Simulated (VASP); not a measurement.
A run of VASP 6.6.1 is set up as follows.

Contents of INCAR:

```
PREC     = Accurate       # precision mode
ENCUT    = 600            # plane-wave cutoff, eV
EDIFF    = 1E-6           # SCF threshold, eV
ISMEAR   = -1             # smearing method
SIGMA    = 0.05           # smearing width, eV
LREAL    = False          # projectors in reciprocal space
LASPH    = True           # aspherical terms in the spheres
NELM     = 80             # most SCF steps
ALGO     = Normal         # electronic algorithm
ISIF     = 3              # what is computed and relaxed
LWAVE    = False          # write WAVECAR
LCHARG   = False          # write CHGCAR
IBRION   = 2              # ionic algorithm
NSW      = 40             # ionic steps
EDIFFG   = -0.02          # ionic threshold
PSTRESS  = 0
```

Contents of KPOINTS:

```
regular mesh
0
Gamma
  7 7 4
```

The input POSCAR:

```
TaN
1.0
    2.9217699809      0.0000000000      0.0000000000
   -1.4608849905      2.5303270275      0.0000000000
    0.0000000000      0.0000000000      5.9165150000
Ta N
2 2
Direct
    0.0000000000      0.0000000000      0.5000000000
    0.0000000000      0.0000000000      0.0000000000
    0.3333333333      0.6666666667      0.2500000000
    0.6666666667      0.3333333333      0.7500000000
```

Potentials or basis: VASP PAW LDA potentials, release 64 (Ta_pv, N).

Launch:

```bash
$ cat potpaw_LDA.64/Ta_pv/POTCAR potpaw_LDA.64/N/POTCAR > POTCAR
$ mpirun -np 1 vasp_std > vasp.out
```

Task: Estimate the space group after relaxing (to 0.05 Å).

Result: P6_3/mmc (No. 194).

Task: Estimate the relaxed cell.

Result: a = 2.873 Å, b = 2.873 Å, c = 5.839 Å, α = 90.00°, β = 90.00°, γ = 120.00°.

Task: Predict the relaxed volume.

Result: 10.44 Å³/atom.

The path:
```csv
step,energy change (eV),largest force (eV/Å),pressure (GPa),volume (Å³)
1,0.0000,0.0000,-15.36,43.74
2,0.5482,0.0000,52.27,37.43
3,-0.0970,0.0000,-0.71,41.87
4,-0.0971,0.0000,-0.15,41.81
5,-0.0971,0.0000,0.20,41.77
6,-0.0974,0.0000,0.27,41.73
7,-0.0979,0.0000,0.26,41.75
```

The run has no spin-orbit coupling, so splittings on Ta are missing.
